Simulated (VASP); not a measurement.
# Hg2TeO: structure and properties in VASP, part 3 of 4

What structure does Hg2TeO take at this level, and what are its properties? The cell is invented: it takes the structure of COD entry 1010537, HgTe (space group 225 there), with some of its atoms replaced by other elements, volume scaled by an estimate. It may not be a known or stable phase.

VASP 6.6.1; BEEF-vdW; plane waves and PAW (Hg, Te, O); invented cell.

Still holding for the runs below: The k-mesh is coarse for a metal.

So far. Step 2 (Rough relaxation of the start cell): It ends with a largest force of 0.025 eV/Å and a pressure of 0.04 GPa. Step 3 (Relaxing cell and atoms (BEEF-vdW)): It ends with a largest force of 0.004 eV/Å and a pressure of 0.00 GPa. The relaxed cell has a = 3.922, c = 19.997 Å (conventional setting).

### Step 4. Single point with fields (BEEF-vdW)

The relaxed cell gets a fresh self-consistent run, on a basis set for its own volume, to fix the density and to check the remaining stress.

Input file INCAR:

```
SYSTEM = Hg2TeO
PREC = Accurate
ENCUT = 520
EDIFF = 1E-06
NELM = 100
ISMEAR = 0
SIGMA = 0.05
LREAL = .FALSE.
ALGO = Normal
GGA = BF
LUSE_VDW = .TRUE.
ZAB_VDW = -1.8867
LASPH = .TRUE.
NBANDS = 24
LORBIT = 11
LWAVE = .FALSE.
LCHARG = .TRUE.
ISIF = 2
LELF = .TRUE.
LVHAR = .TRUE.
```

Input file POSCAR:

```
Hg2TeO
1.0
    1.9611946737      1.1322965723      6.6657866660
   -1.9611946737      1.1322965723      6.6657866660
    0.0000000000     -2.2645931445      6.6657866660
Hg Te O
2 1 1
Direct
    0.7698083332      0.7698083332      0.7698083332
    0.2301916668      0.2301916668      0.2301916668
    0.0000000000      0.0000000000      0.0000000000
    0.5000000000      0.5000000000      0.5000000000
```

Input file KPOINTS:

```
Automatic mesh
0
Gamma
7 7 7
0 0 0
```

Potentials, in the order of the species: Hg, Te and O (PBE family, release 64).

The run is started by

```
$ mpirun -np 2 vasp_std
```

The program printed:

```text
[banner, memory and clock lines left out]
running    2 mpi-ranks, on    1 nodes
 distrk:  each k-point on    2 cores,    1 groups
 distr:  one band on    1 cores,    2 groups

 POSCAR found type information on POSCAR HgTeO
 POSCAR found :  3 types and       4 ions

     **************************************************************************
     Initializing libbeef V0.1.3 with the BEEF-vdW functional.
     **************************************************************************

 [... a notice as in an earlier step ...]

 [... a notice as in an earlier step ...]

 LDA part: xc-table for (Slater+PW92), standard interpolation
 POSCAR, INCAR and KPOINTS ok, starting setup
 FFT: planning ... GRIDC
 FFT: planning ... GRID_SOFT
 FFT: planning ... GRID
 WAVECAR not read
 entering main loop
       N       E                     dE             d eps       ncg     rms          rms(c)
DAV:   1     0.269278392045E+03    0.26928E+03   -0.17669E+04  2112   0.138E+03
DAV:   2     0.112666390728E+02   -0.25801E+03   -0.24797E+03  2384   0.341E+02
DAV:   3    -0.223232556923E+01   -0.13499E+02   -0.13361E+02  2480   0.778E+01
DAV:   4    -0.233392099214E+01   -0.10160E+00   -0.10156E+00  2392   0.698E+00
DAV:   5    -0.233473418332E+01   -0.81319E-03   -0.81316E-03  2504   0.636E-01    0.155E+01
DAV:   6    -0.877538256915E+00    0.14572E+01   -0.17979E+01  2944   0.421E+01    0.147E+01
DAV:   7     0.697993312175E+00    0.15755E+01   -0.14244E+01  2640   0.155E+01    0.690E+00
DAV:   8     0.791774713394E+00    0.93781E-01   -0.94979E-01  2288   0.619E+00    0.218E+00
DAV:   9     0.795723222217E+00    0.39485E-02   -0.90183E-02  2288   0.210E+00    0.577E-01
DAV:  10     0.798394073976E+00    0.26709E-02   -0.13338E-02  2312   0.635E-01    0.339E-01
DAV:  11     0.797433312523E+00   -0.96076E-03   -0.24684E-03  2264   0.328E-01    0.187E-01
DAV:  12     0.797965108625E+00    0.53180E-03   -0.20906E-03  2600   0.275E-01    0.456E-02
DAV:  13     0.797955013684E+00   -0.10095E-04   -0.15699E-04  2120   0.701E-02    0.349E-02
DAV:  14     0.797953105010E+00   -0.19087E-05   -0.39887E-06  2312   0.121E-02    0.233E-02
DAV:  15     0.797951657320E+00   -0.14477E-05   -0.13783E-05  2152   0.237E-02    0.389E-03
DAV:  16     0.797951607938E+00   -0.49382E-07   -0.12788E-06  1712   0.766E-03
   1 F= 0.79795161E+00 E0= 0.79883058E+00  d E =-.175795E-02
```

Run time: 2.5 min. Hardware: 2 MPI ranks of Intel Xeon 6975P-C (Granite Rapids), shared host; peak memory 1.4 GiB; 5 min of CPU time.

OUTCAR, selected parts (step 4):

```text
  LATTYP: Found a trigonal (rhomboedric) cell.
 ALAT       =     7.0399639170
 COS(alpha) =     0.8447860673

The static configuration has the point symmetry D_3d.

 Found     44 irreducible k-points:

   dimension x,y,z NGX =    54 NGY =   54 NGZ =   54
   dimension x,y,z NGXF=   108 NGYF=  108 NGZF=  108

   ENCUT  =  520.0 eV  38.22 Ry    6.18 a.u.  13.09 13.09 13.09*2*pi/ulx,y,z

   NELECT =      36.0000    total number of electrons

 E-fermi :   3.4193

 k-point     1 :       0.0000    0.0000    0.0000
  band No.  band energies     occupation
    ...
     13      -1.8748      2.00000
     14       0.4462      2.00000
     15       1.7833      2.00000
     16       1.7833      2.00000
     17       1.9774      2.00000
     18       4.0544      0.00000
     19       4.0544      0.00000
     20       7.5669      0.00000
     21       7.7315      0.00000
     22       9.7264      0.00000
    ...

 k-point     2 :       0.1429   -0.0000    0.0000
  band No.  band energies     occupation
    ...
     14      -0.0715      2.00000
     15       1.7252      2.00000
     16       1.9749      2.00000
     17       2.3150      2.00000
     18       3.0534      2.00000
     19       3.7760      0.00000
     20       6.6288      0.00000
     21       8.5063      0.00000
     22      10.1225      0.00000
     23      10.4277      0.00000
    ...

Total vdW correction in eV:      5.9295363

  Total        0.0004886      0.0004886      0.0038211     -0.0000000      0.0000000      0.0000000
  in kB        0.0088145      0.0088146      0.0689305     -0.0000000      0.0000000      0.0000000
  external PRESSURE =       0.0288532 kB  Pullay stress =       0.0000000 kB

  energy-cutoff  :      520.00
  volume of cell :       88.81
      direct lattice vectors                 reciprocal lattice vectors
     1.961194674  1.132296572  6.665786666     0.254946644  0.147193475  0.050006601
    -1.961194674  1.132296572  6.665786666    -0.254946644  0.147193475  0.050006601
     0.000000000 -2.264593145  6.665786666     0.000000000 -0.294386949  0.050006601

 POSITION                                       TOTAL-FORCE (eV/Angst)
 -----------------------------------------------------------------------------------
      0.00000      0.00000     15.39413         0.000000     -0.000000     -0.004153
      0.00000      0.00000      4.60323         0.000000      0.000000      0.004153
      0.00000      0.00000      0.00000        -0.000000      0.000000      0.000000
      0.00000      0.00000      9.99868         0.000000      0.000000     -0.000000
 -----------------------------------------------------------------------------------
    total drift:                               -0.000000     -0.000000      0.000000

  FREE ENERGIE OF THE ION-ELECTRON SYSTEM (eV)
  ---------------------------------------------------
  free  energy   TOTEN  =         0.7979516079 eV

  energy  without entropy=        0.7997095582  energy(sigma->0) =        0.79883058

Total vdW correction in eV:      5.9295452

 total charge
# of ion       s       p       d       tot
------------------------------------------
    1        0.682   0.239   9.405  10.326
    2        0.682   0.239   9.405  10.326
    3        1.408   1.870   0.034   3.311
    4        1.608   3.220   0.000   4.829
--------------------------------------------------
tot          4.380   5.568  18.844  28.791

[... 2 parts as in an earlier step ...]

[... 7 further parts left out ...]
```

Numbers from this step:

```yaml
scf_cycles: 16
energy_at_zero_smearing: 0.7988 eV
pressure: 0.002885 GPa
```

Valence electrons inside each PAW sphere by angular momentum. Sphere charges, by row:

```
atom  s (e)  p (e)  d (e)  tot (e)
 Hg1  0.682  0.239  9.405    10.33
 Hg2  0.682  0.239  9.405    10.33
 Te3  1.408   1.87  0.034    3.311
  O4  1.608   3.22      0    4.829
```

ELF in the ac plane of the conventional cell at fractional y = 0.000, with atoms of Hg and Te and O within 0.2 Å of it. It is the smooth field of the valence electrons, not physical close to the nuclei.

Ten even steps from '0' (0.02) to '9' (0.84), each cell a mean:
```
89997411268998
66542222223466
00011222221100
11001111110001
22321111111232
00242100023310
23332334332333
11236889875211
00135778764200
00012233321000
43211233321124
89851111113798
88741111112688
22111233321112
00012333332100
00136888875210
11235788864221
22332222223332
00232100013310
22221122111222
00001111110000
11112222221111
87753222224678
88998521369998
```
Columns run along a (3.9 Å), rows up along c (20.0 Å), edges of the conventional cell, whose origin can differ from the input's. Atoms in or near the plane, at fractional coordinates: Hg at (0.00, 0.77), Hg at (0.00, 0.23), Te at (0.00, 0.00), O at (0.00, 0.50).

Electrostatic potential energy in the ac plane of the conventional cell at fractional y = 0.000, with atoms of Hg and Te and O within 0.2 Å of it. With pseudopotentials it is smooth inside the atoms' cores, unlike the true potential.

Values in eV, 24 rows by 14 columns, each cell a mean:
```
-47 -44 -36 -16  -2   1   3   3   2   0  -6 -26 -41 -46
 -4  -2   0   1   1   1   0   0   1   1   1   0  -1  -3
  3   3   3   2   1  -1  -3  -3  -2   0   2   3   3   3
  2   2   2   3   3   3   2   2   2   3   3   3   2   2
-14 -12  -8  -3   1   3   4   4   4   3   0  -6 -10 -13
-24 -22 -17 -10  -3   2   3   4   3   1  -6 -13 -20 -23
-11  -9  -6  -2   1   2   2   2   2   1   0  -4  -7 -10
  3   3   3   2   0  -2  -3  -4  -3  -1   1   2   3   3
  4   4   3   2   1  -1  -3  -3  -2   0   1   3   4   4
  4   4   4   3   2   1  -1  -1   0   1   2   3   4   4
  4   4   4   3   1  -1  -3  -4  -2   0   2   4   4   4
-36 -28  -7   3   3   2   1   1   2   3   4   1 -16 -34
-26 -18  -2   3   3   2   0   0   1   2   3   2  -8 -23
  4   4   4   3   1  -1  -3  -4  -2   0   2   4   4   4
  4   4   4   3   2   1   0  -1   0   1   2   3   4   4
  4   4   3   2   0  -2  -3  -4  -3  -1   1   3   3   4
  1   2   2   2   1  -1  -2  -3  -2   0   1   2   2   2
-15 -13  -9  -4   0   2   2   3   2   1  -1  -6 -11 -14
-24 -22 -17 -10  -2   2   4   4   3   1  -6 -13 -19 -23
-10  -8  -5  -1   2   3   4   4   4   3   1  -3  -7  -9
  3   3   3   3   3   2   1   1   2   2   3   3   3   3
  3   3   3   2   1  -1  -3  -3  -2   0   2   3   3   3
-12  -9  -4   0   1   1   1   1   1   1   1  -1  -6 -11
-49 -48 -43 -21  -3   1   3   3   2   0  -8 -33 -46 -49
```
Columns run along a (3.9 Å; values clipped at the 3rd and 97th percentile), rows up along c (20.0 Å), edges of the conventional cell, whose origin can differ from the input's. Atoms in or near the plane, at fractional coordinates: Hg at (0.00, 0.77), Hg at (0.00, 0.23), Te at (0.00, 0.00), O at (0.00, 0.50).

Valence density in the ac plane of the conventional cell at fractional y = 0.000, with atoms of Hg and Te and O within 0.2 Å of it. It is the smooth field of the valence electrons, not physical close to the nuclei.

Values in e/Å³, 24 rows by 14 columns, each cell a mean:
```
0.2 0.3 0.5 0.4 0.3 0.2 0.1 0.1 0.1 0.2 0.3 0.5 0.4 0.3
0.2 0.2 0.2 0.2 0.2 0.2 0.2 0.2 0.2 0.2 0.2 0.2 0.2 0.2
0.0 0.0 0.1 0.1 0.1 0.2 0.3 0.3 0.3 0.2 0.1 0.1 0.1 0.0
0.1 0.1 0.1 0.1 0.1 0.2 0.2 0.2 0.2 0.1 0.1 0.1 0.1 0.1
1.9 1.5 0.9 0.4 0.2 0.1 0.1 0.1 0.1 0.1 0.2 0.6 1.2 1.7
4.9 3.9 2.4 1.0 0.3 0.1 0.1 0.1 0.1 0.2 0.5 1.5 3.0 4.4
1.4 1.1 0.7 0.3 0.2 0.1 0.1 0.1 0.1 0.1 0.2 0.5 0.8 1.2
0.1 0.1 0.1 0.1 0.2 0.2 0.3 0.3 0.3 0.2 0.2 0.1 0.1 0.1
0.0 0.0 0.1 0.1 0.2 0.2 0.3 0.3 0.3 0.2 0.1 0.1 0.1 0.0
0.0 0.0 0.0 0.1 0.1 0.2 0.2 0.3 0.2 0.2 0.1 0.1 0.0 0.0
0.2 0.2 0.1 0.1 0.2 0.2 0.3 0.3 0.3 0.2 0.1 0.1 0.2 0.2
4.9 3.1 1.2 0.4 0.2 0.1 0.1 0.1 0.1 0.1 0.2 0.6 1.9 4.1
3.4 2.2 0.9 0.3 0.2 0.1 0.2 0.2 0.2 0.1 0.2 0.5 1.3 2.8
0.1 0.1 0.1 0.1 0.2 0.2 0.3 0.3 0.3 0.2 0.1 0.1 0.1 0.1
0.0 0.0 0.0 0.1 0.1 0.2 0.2 0.2 0.2 0.2 0.1 0.1 0.0 0.0
0.0 0.0 0.1 0.1 0.2 0.3 0.3 0.3 0.3 0.2 0.1 0.1 0.1 0.0
0.1 0.1 0.1 0.1 0.2 0.2 0.3 0.3 0.2 0.2 0.2 0.1 0.1 0.1
2.1 1.7 1.0 0.5 0.2 0.1 0.1 0.1 0.1 0.1 0.3 0.7 1.3 1.9
4.8 3.8 2.4 1.0 0.3 0.1 0.1 0.1 0.1 0.2 0.5 1.5 3.0 4.4
1.2 1.0 0.6 0.3 0.1 0.1 0.1 0.1 0.1 0.1 0.2 0.4 0.7 1.1
0.1 0.1 0.1 0.1 0.1 0.2 0.2 0.2 0.2 0.1 0.1 0.1 0.1 0.1
0.1 0.1 0.1 0.1 0.2 0.2 0.3 0.3 0.3 0.2 0.1 0.1 0.1 0.1
0.3 0.3 0.3 0.2 0.2 0.1 0.1 0.1 0.1 0.2 0.2 0.2 0.3 0.3
0.0 0.2 0.5 0.5 0.3 0.2 0.1 0.1 0.1 0.2 0.4 0.5 0.4 0.1
```
Columns run along a (3.9 Å), rows up along c (20.0 Å), edges of the conventional cell, whose origin can differ from the input's. Atoms in or near the plane, at fractional coordinates: Hg at (0.00, 0.77), Hg at (0.00, 0.23), Te at (0.00, 0.00), O at (0.00, 0.50).

In this run the pressure is 0.00 GPa, small enough to go on.

### Step 5. Bands along the symmetry lines (BEEF-vdW)

The mesh alone shows little of the dispersion and can miss band extrema, so KPOINTS_OPT adds a path through the symmetry points after the self-consistent cycle.

INCAR: that of step 4 with these lines changed.

```diff
@@ -13,8 +13,6 @@
 LASPH = .TRUE.
-NBANDS = 24
+NBANDS = 32
 LORBIT = 11
 LWAVE = .FALSE.
-LCHARG = .TRUE.
-ISIF = 2
-LELF = .TRUE.
-LVHAR = .TRUE.
+LCHARG = .FALSE.
+KPAR = 2
```

POSCAR is that of step 4.

KPOINTS is that of step 4.

Input file KPOINTS_OPT:

```
Line mode
16
Line-mode
Reciprocal
  0.00000000   0.00000000   0.00000000 GAMMA
  0.50000000   0.00000000   0.00000000 L

  0.50000000   0.00000000   0.00000000 L
  0.50000000   0.18590318  -0.18590318 B1

  0.81409682   0.50000000   0.18590318 B
  0.50000000   0.50000000   0.50000000 Z

  0.50000000   0.50000000   0.50000000 Z
  0.00000000   0.00000000   0.00000000 GAMMA

  0.00000000   0.00000000   0.00000000 GAMMA
  0.34295159   0.00000000  -0.34295159 X

  0.65704841   0.34295159   0.00000000 Q
  0.50000000   0.50000000   0.00000000 F

  0.50000000   0.50000000   0.00000000 F
  0.65704841   0.65704841   0.18590318 P1

  0.65704841   0.65704841   0.18590318 P1
  0.50000000   0.50000000   0.50000000 Z

  0.50000000   0.00000000   0.00000000 L
  0.81409682   0.34295159   0.34295159 P
```

The run is started by

```
$ mpirun -np 2 vasp_std
```

The program printed:

```text
[... set-up lines as in an earlier step ...]
 entering main loop
       N       E                     dE             d eps       ncg     rms          rms(c)
DAV:   1     0.269852563956E+03    0.26985E+03   -0.16723E+04  2816   0.103E+03
DAV:   2     0.103029969856E+02   -0.25955E+03   -0.24212E+03  3200   0.276E+02
DAV:   3    -0.226528961290E+01   -0.12568E+02   -0.12469E+02  3352   0.624E+01
DAV:   4    -0.233406716912E+01   -0.68778E-01   -0.68764E-01  3176   0.491E+00
DAV:   5    -0.233473607179E+01   -0.66890E-03   -0.66890E-03  3464   0.490E-01    0.155E+01
DAV:   6    -0.893319532707E+00    0.14414E+01   -0.12458E+01  3560   0.316E+01    0.148E+01
DAV:   7     0.678095424606E+00    0.15714E+01   -0.12892E+01  3288   0.118E+01    0.687E+00
DAV:   8     0.785734212183E+00    0.10764E+00   -0.84994E-01  3144   0.480E+00    0.230E+00
DAV:   9     0.796092783009E+00    0.10359E-01   -0.87608E-02  3288   0.168E+00    0.546E-01
DAV:  10     0.798232028903E+00    0.21392E-02   -0.11315E-02  3240   0.473E-01    0.300E-01
DAV:  11     0.797806070877E+00   -0.42596E-03   -0.13022E-03  3280   0.193E-01    0.128E-01
DAV:  12     0.797945604803E+00    0.13953E-03   -0.85491E-04  3288   0.150E-01    0.456E-02
DAV:  13     0.797952289180E+00    0.66844E-05   -0.98888E-05  3240   0.482E-02    0.364E-02
DAV:  14     0.797951862899E+00   -0.42628E-06   -0.13952E-05  3272   0.186E-02    0.741E-03
DAV:  15     0.797951597988E+00   -0.26491E-06   -0.45990E-06  3304   0.963E-03
   1 F= 0.79795160E+00 E0= 0.79883056E+00  d E =-.175793E-02
 Start KPOINTS_OPT (optional k-point list driver)
k-point batch [1-44\144]
       N       E                     dE             ncg
DAV:   1     0.750827009132E+04   -0.30838E+05     2816
DAV:   2    -0.366092376221E+04   -0.11169E+05     3224
DAV:   3    -0.418101782395E+04   -0.52009E+03     3384
DAV:   4    -0.418398090401E+04   -0.29631E+01     3152
DAV:   5    -0.418401022811E+04   -0.29324E-01     3472
DAV:   6    -0.418401077861E+04   -0.55050E-03     3168
DAV:   7    -0.418401079210E+04   -0.13487E-04     3400
DAV:   8    -0.418401079245E+04   -0.34888E-06     2168
[...]
k-point batch [133-144\144]
       N       E                     dE             ncg
DAV:   1     0.308467019423E+05   -0.11684E+05      768
DAV:   2     0.278649521934E+05   -0.29817E+04      880
DAV:   3     0.277289036636E+05   -0.13605E+03      952
DAV:   4     0.277281571439E+05   -0.74652E+00      832
DAV:   5     0.277281501196E+05   -0.70244E-02      960
DAV:   6     0.277281499910E+05   -0.12859E-03      840
DAV:   7     0.277281499879E+05   -0.30884E-05      936
DAV:   8     0.277281499878E+05   -0.87086E-07      560
```

It took 6.1 min on 2 MPI ranks; peak memory 2.3 GiB; 12 min of CPU time.

OUTCAR, selected parts (step 5):

```text
   k-points           NKPTS =     44   k-points in BZ     NKDIM =     44   number of bands    NBANDS=     32

   NELECT =      36.0000    total number of electrons

 E-fermi :   3.4192

 k-point     1 :       0.0000    0.0000    0.0000
  band No.  band energies     occupation
    ...
     13      -1.8748      2.00000
     14       0.4462      2.00000
     15       1.7832      2.00000
     16       1.7832      2.00000
     17       1.9774      2.00000
     18       4.0543      0.00000
     19       4.0543      0.00000
     20       7.5669      0.00000
     21       7.7314      0.00000
     22       9.7264      0.00000
    ...

Total vdW correction in eV:      5.9295415

  Total        0.0017355      0.0017355      0.0053735      0.0000000      0.0000000      0.0000000
  in kB        0.0313077      0.0313077      0.0969352      0.0000000      0.0000000      0.0000000
  external PRESSURE =       0.0531835 kB  Pullay stress =       0.0000000 kB

 POSITION                                       TOTAL-FORCE (eV/Angst)
 -----------------------------------------------------------------------------------
      0.00000      0.00000     15.39413         0.000000     -0.000000     -0.003956
      0.00000      0.00000      4.60323         0.000000      0.000000      0.003956
      0.00000      0.00000      0.00000         0.000000     -0.000000     -0.000000
      0.00000      0.00000      9.99868         0.000000     -0.000000      0.000000
 -----------------------------------------------------------------------------------
    total drift:                               -0.000000     -0.000000      0.000000

  FREE ENERGIE OF THE ION-ELECTRON SYSTEM (eV)
  ---------------------------------------------------
  free  energy   TOTEN  =         0.7979515980 eV

  energy  without entropy=        0.7997095231  energy(sigma->0) =        0.79883056

Total vdW correction in eV:      5.9295440

[... 8 parts as in an earlier step ...]

[... 8 further parts left out ...]
```

Spin-orbit coupling is off here; with elements this heavy it splits and shifts levels by tenths of an eV or more.

Numbers from this step:

* SCF cycles: 15
* bands: 32
* pressure: 0.005318 GPa

Electronic bands along the path, in eV, zero at the Fermi level; # counts the bands kept, so #1 is VASP's band 3:

```
          point    #13    #14    #15    #16    #17   #18   #19   #20
              Γ  -1.64  -1.64  -1.44   0.64   0.64  4.15  4.31  6.31
0.53 of the way  -2.52  -1.83  -1.40  -0.08   0.40  1.98  5.18  5.71
              L  -2.29  -2.04  -1.88  -0.50   0.31  1.11  4.09  5.01
0.53 of the way  -3.00  -2.31  -1.97  -1.30   1.14  1.56  4.28  4.29
             B1  -2.85  -2.76  -1.82  -0.87   0.73  1.19  4.64  4.72
      jump to B  -2.85  -2.76  -1.82  -0.87   0.73  1.19  4.64  4.72
0.47 of the way  -2.19  -2.02  -1.42  -0.66   1.43  1.55  4.33  5.14
              Z  -1.56  -1.56   0.29   0.53   0.53  1.37  5.91  6.89
0.47 of the way  -1.59  -1.59  -0.73   0.58   0.58  2.62  5.36  6.71
              Γ  -1.64  -1.64  -1.44   0.64   0.64  4.15  4.31  6.31
0.53 of the way  -2.65  -2.37  -1.58  -0.48   0.72  1.91  4.67  6.61
              X  -3.19  -2.56  -1.89  -0.88   0.76  1.29  4.41  5.09
      jump to Q  -3.19  -2.56  -1.89  -0.88   0.76  1.29  4.41  5.09
0.47 of the way  -3.45  -2.02  -1.40  -0.65  -0.42  2.02  3.86  5.80
              F  -2.39  -2.29  -1.83  -0.52  -0.12  2.67  2.83  5.88
0.47 of the way  -2.37  -2.34  -1.69  -0.60  -0.14  2.57  3.00  5.75
             P1  -2.39  -2.32  -1.39  -0.80  -0.19  2.39  3.38  5.21
0.53 of the way  -2.21  -1.87  -1.41   0.21   1.23  1.80  4.44  5.36
              Z  -1.56  -1.56   0.29   0.53   0.53  1.37  5.91  6.89
      jump to L  -2.29  -2.04  -1.88  -0.50   0.31  1.11  4.09  5.01
0.53 of the way  -2.48  -2.16  -1.46  -0.39  -0.37  1.74  4.13  4.68
              P  -2.39  -2.32  -1.39  -0.80  -0.19  2.39  3.38  5.21
```

Of the projections kept (Hg, Te, O), the largest for each band there; the rest of the weight can lie on other orbitals:

```
point      #13     #14      #15      #16      #17      #18      #19      #20
    Γ   O 0.83  O 0.83   O 0.78  Te 0.85  Te 0.85  Hg 0.55  Hg 0.51  Hg 0.74
    L   O 0.76  O 0.80  Te 0.58  Te 0.82   O 0.49  Hg 0.77   O 0.51  Te 0.44
   B1  Te 0.47  O 0.53   O 0.77  Te 0.54  Hg 0.55  Hg 0.56  Hg 0.55  Hg 0.61
    B  Te 0.47  O 0.53   O 0.77  Te 0.54  Hg 0.55  Hg 0.56  Hg 0.55  Hg 0.61
    Z   O 0.84  O 0.84  Hg 0.50  Te 0.90  Te 0.90  Hg 0.44  Te 0.64  Hg 0.64
    Γ   O 0.83  O 0.83   O 0.78  Te 0.85  Te 0.85  Hg 0.55  Hg 0.51  Hg 0.74
```

There is no gap at this level.

(Continued in part 4 of 4.)

[Lines on the potential files, build, host, timing and source positions are cut from VASP's logs without a mark.]

[Logs are printed without paths, hosts, clocks, repeated set-up lines and the standing remarks that a program may print on its own settings, such as how far it seeks lower states.]

[Hosts, paths, dates, database ids (printed as entryN), source tags and the programs' standing remarks are cut or masked in the printed files.]

[A measured line is paired with the nearest computed mode of its activity, which favours agreement.]
